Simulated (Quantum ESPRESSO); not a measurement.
# MnS (F-43m) in Quantum ESPRESSO: a series of runs

Aim: see how the results for MnS move with the level of theory and the settings. Levels: PBEsol, LDA, revPBE, PW91. Tasks: phonons.

Program: Quantum ESPRESSO 7.5. These are calculated values, not measurements. Logs are shortened: lines on timing, memory, paths and dates and some standing lists are left out, and cuts for length are marked.

### Step 1. Starting point

Symmetry: F-43m, No. 216, cubic system. Conventional cell: a = 4.947 Å, b = 4.947 Å, c = 4.947 Å, α = 90.00°, β = 90.00°, γ = 90.00°. Mn (site symmetry -43m) is surrounded by 4 S at 2.14 Å. S (site symmetry -43m) has 4 Mn at 2.14 Å as nearest neighbours.

The cell is a database's computed one.

### Step 2. Phonons, PBEsol, collinear spin, ferromagnetic start

Contents of pw.in:

```
&CONTROL
  calculation = 'scf'
  prefix = 'pwscf'
  outdir = './tmp'
  pseudo_dir = './pseudo'
  tprnfor = .true.
  tstress = .true.
  disk_io = 'low'
/
&SYSTEM
  ibrav = 0
  nat = 2
  ntyp = 2
  ecutwfc = 45
  ecutrho = 360
  nbnd = 20
  occupations = 'smearing'
  smearing = 'mp'
  degauss = 0.00999582
  nspin = 2
  starting_magnetization(1) = 0.2667
  starting_magnetization(2) = 0
/
&ELECTRONS
  conv_thr = 4d-10
  electron_maxstep = 120
  mixing_beta = 0.3
/
ATOMIC_SPECIES
Mn    54.9380 mn_pbesol_v1.5.uspp.F.UPF
S     32.0600 s_pbesol_v1.4.uspp.F.UPF
CELL_PARAMETERS angstrom
   0.0000000000    2.4734634191    2.4734634191
   2.4734634191    0.0000000000    2.4734634191
   2.4734634191    2.4734634191    0.0000000000
ATOMIC_POSITIONS crystal
Mn     0.0000000000    0.0000000000    0.0000000000
S      0.7500000000    0.7500000000    0.7500000000
K_POINTS automatic
9 9 9 0 0 0
```

Contents of relax.in:

```
&CONTROL
  calculation = 'vc-relax'
  prefix = 'pwscf'
  outdir = './tmp'
  pseudo_dir = './pseudo'
  tprnfor = .true.
  tstress = .true.
  disk_io = 'low'
  nstep = 40
  forc_conv_thr = 0.0001
  etot_conv_thr = 1d-06
/
&SYSTEM
  ibrav = 0
  nat = 2
  ntyp = 2
  ecutwfc = 45
  ecutrho = 360
  nbnd = 20
  occupations = 'smearing'
  smearing = 'mp'
  degauss = 0.00999582
  nspin = 2
  starting_magnetization(1) = 0.2667
  starting_magnetization(2) = 0
/
&ELECTRONS
  conv_thr = 4d-10
  electron_maxstep = 120
  mixing_beta = 0.3
/
&IONS
  ion_dynamics = 'bfgs'
/
&CELL
  cell_dynamics = 'bfgs'
  press = 0
  press_conv_thr = 0.2
/
ATOMIC_SPECIES
Mn    54.9380 mn_pbesol_v1.5.uspp.F.UPF
S     32.0600 s_pbesol_v1.4.uspp.F.UPF
CELL_PARAMETERS angstrom
   0.0000000000    2.4734634191    2.4734634191
   2.4734634191    0.0000000000    2.4734634191
   2.4734634191    2.4734634191    0.0000000000
ATOMIC_POSITIONS crystal
Mn     0.0000000000    0.0000000000    0.0000000000
S      0.7500000000    0.7500000000    0.7500000000
K_POINTS automatic
9 9 9 0 0 0
```

Contents of scf2.in:

```
&CONTROL
  calculation = 'scf'
  prefix = 'pwscf'
  outdir = './tmp'
  pseudo_dir = './pseudo'
  tprnfor = .true.
  tstress = .true.
  disk_io = 'low'
/
&SYSTEM
  ibrav = 0
  nat = 2
  ntyp = 2
  ecutwfc = 45
  ecutrho = 360
  nbnd = 20
  occupations = 'smearing'
  smearing = 'mp'
  degauss = 0.00999582
  nspin = 2
  starting_magnetization(1) = 0.2667
  starting_magnetization(2) = 0
/
&ELECTRONS
  conv_thr = 1d-13
  electron_maxstep = 120
  mixing_beta = 0.3
  startingpot = 'file'
  startingwfc = 'file'
/
ATOMIC_SPECIES
Mn    54.9380 mn_pbesol_v1.5.uspp.F.UPF
S     32.0600 s_pbesol_v1.4.uspp.F.UPF
CELL_PARAMETERS angstrom
   0.0000000000    2.4543611987    2.4543611987
   2.4543611987    0.0000000000    2.4543611987
   2.4543611987    2.4543611987    0.0000000000
ATOMIC_POSITIONS crystal
Mn     0.0000000000    0.0000000000    0.0000000000
S      0.7500000000    0.7500000000    0.7500000000
K_POINTS automatic
9 9 9 0 0 0
```

Contents of ph.in:

```
phonons of MnS
&INPUTPH
  prefix = 'pwscf'
  outdir = './tmp'
  tr2_ph = 1d-18
  fildyn = 'dyn'
  niter_ph = 90
  alpha_mix(1) = 0.4
/
0.0000000000 0.0000000000 0.0000000000
```

Contents of dynmat.in:

```
&INPUT
  fildyn = 'dyn'
  asr = 'crystal'
  filout = 'dynmat.disp'
  fileig = 'dynmat.eig'
/
```

Potentials or basis: GBRV 1.5 PBEsol.

Command:

```bash
$ OMP_NUM_THREADS=1 pw.x -in pw.in > pw.out
$ OMP_NUM_THREADS=1 pw.x -in relax.in > relax.out
$ OMP_NUM_THREADS=1 pw.x -in scf2.in > scf2.out
$ OMP_NUM_THREADS=1 ph.x -in ph.in > ph.out
$ OMP_NUM_THREADS=1 dynmat.x -in dynmat.in > dynmat.out
```

pw.out:

```text
This program is part of the open-source Quantum ESPRESSO suite
     for quantum simulation of materials; please cite
[... 9 lines left out ...]
     --------------------
     sticks:   dense  smooth     PW     G-vecs:    dense   smooth      PW
     Sum        1069     547    163                23505     8363    1459

     Using Slab Decomposition

     bravais-lattice index     =            0
     lattice parameter (alat)  =       6.6103  a.u.
     unit-cell volume          =     204.2411 (a.u.)^3
     number of atoms/cell      =            2
     number of atomic types    =            2
     number of electrons       =        21.00
     number of Kohn-Sham states=           20
     kinetic-energy cutoff     =      45.0000  Ry
     charge density cutoff     =     360.0000  Ry
     scf convergence threshold =      4.0E-10
     mixing beta               =       0.3000
     number of iterations used =            8  plain     mixing
     Exchange-correlation= SLA  PW   PSX  PSC
                           (   1   4  10   8   0   0   0)

     celldm(1)=   6.610272  celldm(2)=   0.000000  celldm(3)=   0.000000
     celldm(4)=   0.000000  celldm(5)=   0.000000  celldm(6)=   0.000000

[... 8 lines left out ...]
               b(3) = (  0.707107  0.707107 -0.707107 )

     PseudoPot. # 1 for Mn read from file:
     mn_pbesol_v1.5.uspp.F.UPF
     Pseudo is Ultrasoft + core correction, Zval = 15.0
     Generated by new atomic code, or converted to UPF format
     Using radial grid of  859 points,  6 beta functions with:
                l(1) =   0
                l(2) =   0
                l(3) =   1
                l(4) =   1
                l(5) =   2
                l(6) =   2
     Q(r) pseudized with  8 coefficients,  rinner =    0.950   0.950   0.950
                                                       0.950   0.950

     PseudoPot. # 2 for S  read from file:
     s_pbesol_v1.4.uspp.F.UPF
     Pseudo is Ultrasoft + core correction, Zval =  6.0
     Generated by new atomic code, or converted to UPF format
     Using radial grid of  907 points,  6 beta functions with:
                l(1) =   0
                l(2) =   0
                l(3) =   1
                l(4) =   1
                l(5) =   2
                l(6) =   2
     Q(r) pseudized with  8 coefficients,  rinner =    1.300   1.300   1.300
                                                       1.300   1.300

     atomic species   valence    mass     pseudopotential
     Mn               15.00    54.93800     Mn( 1.00)
     S                 6.00    32.06000     S ( 1.00)

     Starting magnetic structure
     atomic species   magnetization
     Mn              0.267
     S               0.000

     24 Sym. Ops. (no inversion) found

   Cartesian axes

     site n.     atom                  positions (alat units)
         1        Mn     tau(   1) = (   0.0000000   0.0000000   0.0000000  )
         2        S      tau(   2) = (   1.0606602   1.0606602   1.0606602  )

     number of k points=    35  Methfessel-Paxton smearing, width (Ry)=  0.0100
                       cart. coord. in units 2pi/alat
        k(    1) = (   0.0000000   0.0000000   0.0000000), wk =   0.0013717
        k(    2) = (   0.0785674   0.0785674  -0.0785674), wk =   0.0109739
        k(    3) = (   0.1571348   0.1571348  -0.1571348), wk =   0.0109739
        k(    4) = (   0.2357023   0.2357023  -0.2357023), wk =   0.0109739
        k(    5) = (   0.3142697   0.3142697  -0.3142697), wk =   0.0109739
        k(    6) = (   0.1571348   0.0000000  -0.0000000), wk =   0.0082305
[... 27 lines left out ...]
        k(   34) = (  -0.0000000  -0.4714045   0.6285394), wk =   0.0329218
        k(   35) = (  -0.0785674  -0.3928371   0.7071068), wk =   0.0329218

     Dense  grid:    23505 G-vectors     FFT dimensions: (  40,  40,  40)

     Smooth grid:     8363 G-vectors     FFT dimensions: (  30,  30,  30)

     Check: negative core charge=   -0.000012
     Generating pointlists ...
     new r_m :   0.2526 (alat units)  1.6698 (a.u.) for type    1
     new r_m :   0.2526 (alat units)  1.6698 (a.u.) for type    2

     Initial potential from superposition of free atoms

     starting charge      20.4999, renormalised to      21.0000
     Starting wfcs are   17 randomized atomic wfcs +    3 random wfcs

     Self-consistent Calculation

     iteration #  1     ecut=    45.00 Ry     beta= 0.30
     Davidson diagonalization with overlap
     ethr =  1.00E-02,  avg # of iterations =  6.1

     total energy              =    -234.83194935 Ry
     estimated scf accuracy    <       1.03196767 Ry

     total magnetization       =     3.02 Bohr mag/cell
     absolute magnetization    =     3.05 Bohr mag/cell

     iteration #  2     ecut=    45.00 Ry     beta= 0.30
     Davidson diagonalization with overlap
     ethr =  4.91E-03,  avg # of iterations =  1.9

     total energy              =    -235.06123996 Ry
     estimated scf accuracy    <       0.32545122 Ry

     total magnetization       =     2.73 Bohr mag/cell
     absolute magnetization    =     2.83 Bohr mag/cell

     iteration #  3     ecut=    45.00 Ry     beta= 0.30
     Davidson diagonalization with overlap
     ethr =  1.55E-03,  avg # of iterations =  1.0

     total energy              =    -235.11569659 Ry
     estimated scf accuracy    <       0.01990391 Ry

     total magnetization       =     2.93 Bohr mag/cell
     absolute magnetization    =     2.98 Bohr mag/cell
[... 425 lines left out ...]
     total energy              =    -235.14052081 Ry
     estimated scf accuracy    <       0.00000001 Ry

     total magnetization       =    -0.00 Bohr mag/cell
     absolute magnetization    =     0.00 Bohr mag/cell

     iteration # 47     ecut=    45.00 Ry     beta= 0.30
     Davidson diagonalization with overlap
     ethr =  4.86E-11,  avg # of iterations =  1.7

     total energy              =    -235.14052085 Ry
     estimated scf accuracy    <          2.6E-09 Ry

     total magnetization       =     0.00 Bohr mag/cell
     absolute magnetization    =     0.00 Bohr mag/cell

     iteration # 48     ecut=    45.00 Ry     beta= 0.30
     Davidson diagonalization with overlap
     ethr =  1.23E-11,  avg # of iterations =  1.5

     Magnetic moment per site  (integrated on atomic sphere of radius R)
     atom   1 (R=0.253)  charge= 12.6413  magn= -0.0002
     atom   2 (R=0.253)  charge=  3.4392  magn=  0.0000

     End of self-consistent calculation

 ------ SPIN UP ------------

          k = 0.0000 0.0000 0.0000 (  1037 PWs)   bands (ev):

   -67.0355 -35.9755 -35.9755 -35.9755  -3.7229   6.8592   6.8592   6.8592
    10.8164  10.8164  15.2321  15.2758  15.2758  15.2758  19.3374  19.3374
    19.3374  24.7552  24.7552  27.0786

          k = 0.0786 0.0786-0.0786 (  1022 PWs)   bands (ev):

   -67.0353 -35.9786 -35.9759 -35.9759  -3.5933   6.6064   6.9030   6.9030
    10.7809  10.7809  14.4047  15.1033  15.1033  15.9600  19.3043  19.6036
    19.6036  24.1706  24.1706  26.3937

          k = 0.1571 0.1571-0.1571 (  1034 PWs)   bands (ev):

   -67.0347 -35.9866 -35.9772 -35.9772  -3.2434   6.0115   7.0045   7.0045
    10.7508  10.7508  13.1586  14.6487  14.6487  16.7940  19.4232  20.0702
    20.0702  23.7647  23.7647  26.0336

          k = 0.2357 0.2357-0.2357 (  1044 PWs)   bands (ev):

   -67.0342 -35.9957 -35.9786 -35.9786  -2.7976   5.3696   7.0987   7.0987
    10.8486  10.8486  11.9931  14.0517  14.0517  17.0589  20.1819  20.1819
    20.3119  24.4551  24.4551  26.1697

          k = 0.3143 0.3143-0.3143 (  1038 PWs)   bands (ev):

   -67.0338 -36.0015 -35.9795 -35.9795  -2.4695   4.9470   7.1450   7.1450
    11.0307  11.0307  11.3137  13.5679  13.5679  16.9595  20.0932  20.0932
    21.3115  25.6451  25.6451  26.8327

          k = 0.1571 0.0000-0.0000 (  1018 PWs)   bands (ev):
[... 157 lines left out ...]
   -67.0335 -35.9964 -35.9884 -35.9816  -2.2700   5.5784   6.3825   7.3189
    10.4062  10.6866  11.6186  12.3274  13.4915  18.5644  19.4641  20.4361
    22.2964  24.1597  26.1535  28.8587

          k =-0.0786-0.5500 0.7071 (  1045 PWs)   bands (ev):

   -67.0332 -35.9999 -35.9869 -35.9851  -2.0437   5.0894   7.1000   7.4363
     9.8203  10.9252  11.4951  11.9882  12.5869  17.4864  18.8732  22.5667
    23.7982  25.7853  27.1900  28.2098

          k =-0.0000-0.4714 0.6285 (  1049 PWs)   bands (ev):

   -67.0332 -35.9983 -35.9897 -35.9848  -2.0010   5.3785   6.6200   7.4168
     9.7701  10.7766  11.4009  12.1238  12.7554  17.8816  19.7311  21.8988
    22.5577  26.2962  26.5191  28.6019

          k =-0.0786-0.3928 0.7071 (  1049 PWs)   bands (ev):

   -67.0332 -35.9970 -35.9904 -35.9850  -2.0211   5.6345   6.3198   7.3761
     9.8213  10.6329  11.4807  12.1050  12.9617  18.5255  20.1574  20.7845
    21.9917  26.1333  27.2609  28.6946

 ------ SPIN DOWN ----------

          k = 0.0000 0.0000 0.0000 (  1037 PWs)   bands (ev):

   -67.0357 -35.9757 -35.9757 -35.9757  -3.7228   6.8592   6.8592   6.8592
    10.8162  10.8162  15.2320  15.2757  15.2757  15.2757  19.3374  19.3374
    19.3374  24.7552  24.7552  27.0785

          k = 0.0786 0.0786-0.0786 (  1022 PWs)   bands (ev):

   -67.0355 -35.9788 -35.9762 -35.9762  -3.5933   6.6064   6.9030   6.9030
    10.7808  10.7808  14.4045  15.1032  15.1032  15.9599  19.3043  19.6037
    19.6037  24.1706  24.1706  26.3936

          k = 0.1571 0.1571-0.1571 (  1034 PWs)   bands (ev):

   -67.0350 -35.9868 -35.9774 -35.9774  -3.2434   6.0114   7.0045   7.0045
    10.7506  10.7506  13.1584  14.6486  14.6486  16.7940  19.4232  20.0702
    20.0702  23.7647  23.7647  26.0335

          k = 0.2357 0.2357-0.2357 (  1044 PWs)   bands (ev):

   -67.0344 -35.9959 -35.9788 -35.9788  -2.7975   5.3696   7.0986   7.0986
    10.8485  10.8485  11.9930  14.0516  14.0516  17.0589  20.1819  20.1819
    20.3118  24.4551  24.4551  26.1697

          k = 0.3143 0.3143-0.3143 (  1038 PWs)   bands (ev):

   -67.0340 -36.0017 -35.9798 -35.9798  -2.4695   4.9470   7.1450   7.1450
    11.0305  11.0305  11.3135  13.5677  13.5677  16.9595  20.0932  20.0932
    21.3114  25.6452  25.6452  26.8326

          k = 0.1571 0.0000-0.0000 (  1018 PWs)   bands (ev):
[... 157 lines left out ...]
   -67.0337 -35.9966 -35.9886 -35.9818  -2.2699   5.5784   6.3825   7.3189
    10.4060  10.6864  11.6185  12.3272  13.4914  18.5644  19.4641  20.4361
    22.2964  24.1598  26.1535  28.8587

          k =-0.0786-0.5500 0.7071 (  1045 PWs)   bands (ev):

   -67.0335 -36.0001 -35.9871 -35.9854  -2.0436   5.0895   7.1000   7.4363
     9.8201  10.9251  11.4949  11.9880  12.5868  17.4863  18.8732  22.5668
    23.7983  25.7854  27.1900  28.2098

          k =-0.0000-0.4714 0.6285 (  1049 PWs)   bands (ev):

   -67.0334 -35.9985 -35.9900 -35.9851  -2.0009   5.3785   6.6200   7.4168
     9.7699  10.7764  11.4008  12.1236  12.7552  17.8815  19.7310  21.8988
    22.5577  26.2962  26.5191  28.6019

          k =-0.0786-0.3928 0.7071 (  1049 PWs)   bands (ev):

   -67.0334 -35.9972 -35.9907 -35.9852  -2.0210   5.6345   6.3199   7.3761
     9.8211  10.6327  11.4805  12.1048  12.9615  18.5255  20.1574  20.7845
    21.9917  26.1334  27.2609  28.6937

     the Fermi energy is    11.5162 ev

!    total energy              =    -235.14052087 Ry
     estimated scf accuracy    <          2.2E-10 Ry
     smearing contrib. (-TS)   =      -0.00009477 Ry
     internal energy E=F+TS    =    -235.14042610 Ry

     The total energy is F=E-TS. E is the sum of the following terms:
     one-electron contribution =    -131.60943608 Ry
     hartree contribution      =      74.68281215 Ry
     xc contribution           =     -34.76609669 Ry
     ewald contribution        =    -143.44770549 Ry

     total magnetization       =    -0.00 Bohr mag/cell
     absolute magnetization    =     0.00 Bohr mag/cell

     convergence has been achieved in  48 iterations

     Forces acting on atoms (cartesian axes, Ry/au):

     atom    1 type  1   force =    -0.00000000   -0.00000000    0.00000000
     atom    2 type  2   force =    -0.00000000   -0.00000000    0.00000000

     Total force =     0.000000     Total SCF correction =     0.000000

     Computing stress (Cartesian axis) and pressure

          total   stress  (Ry/bohr**3)                   (kbar)     P=      -33.67
  -0.00022892  -0.00000000  -0.00000000          -33.67       -0.00       -0.00
  -0.00000000  -0.00022892  -0.00000000           -0.00      -33.67       -0.00
  -0.00000000  -0.00000000  -0.00022892           -0.00       -0.00      -33.67

=------------------------------------------------------------------------------=
   JOB DONE.
=------------------------------------------------------------------------------=
```

It took 14 min on 1 thread of Arm Neoverse V2, shared host; peak memory 0.14 GiB.

Results:

| Item | Value |
| --- | --- |
| Free energy | -3199.2566 eV |
| Relaxed volume | 14.78 Å³/atom |
| Relaxed cell | a = 3.471 Å, b = 3.471 Å, c = 3.471 Å, α = 60.00°, β = 60.00°, γ = 60.00° |
| Space group after relaxing (to 0.05 Å) | F-43m (No. 216) |
| Pressure after relaxing | 0.0 GPa |
| Band gap on the k mesh | none (metal or under the smearing width) |
| Net moment | 0.00 μB per cell |
| Absolute moment | 0.00 μB per cell |
| Valence electrons inside the program's atomic spheres | Mn 12.64; S 3.44 |
| Highest phonon frequency at Γ | 448 cm⁻¹ |

The path:
| step | energy change (eV) | largest force (eV/Å) | pressure (GPa) | volume (Å³) |
| --- | --- | --- | --- | --- |
| 1 | 0.0000 | 0.0000 | -3.36 | 30.27 |
| 2 | -0.0069 | 0.0000 | -0.92 | 29.75 |
| 3 | -0.0075 | 0.0000 | 0.05 | 29.56 |
| 4 | -0.0075 | 0.0000 | 0.00 | 29.57 |

Final structure:
```yaml
crystal:
  lattice:
    - [0.00000, 2.45436, 2.45436]
    - [2.45436, 0.00000, 2.45436]
    - [2.45436, 2.45436, 0.00000]
  atoms:
    - { symbol: Mn, position: [0.00000, 0.00000, 0.00000] }
    - { symbol: S, position: [0.75000, 0.75000, 0.75000] }
```

Phonon frequencies in cm⁻¹ (negative: imaginary):
```csv
q point,frequencies
"(0.000, 0.000, 0.000)",-12 -12 -12 448 448 448
```

Optical modes at Γ, degenerate ones joined:
```csv
cm⁻¹,components,symmetry,active in
448,3,T2,IR and Raman
```

Caveat: the starting moments collapsed, and a magnetic state may lie lower; semilocal functionals often make such compounds metallic where correlation or magnetic order opens a gap, which also shifts bond lengths. With open d or f shells a metallic result of PBEsol can be an artefact of self-interaction; +U or a hybrid may open a gap.

(Continued in part 2 of 4.)
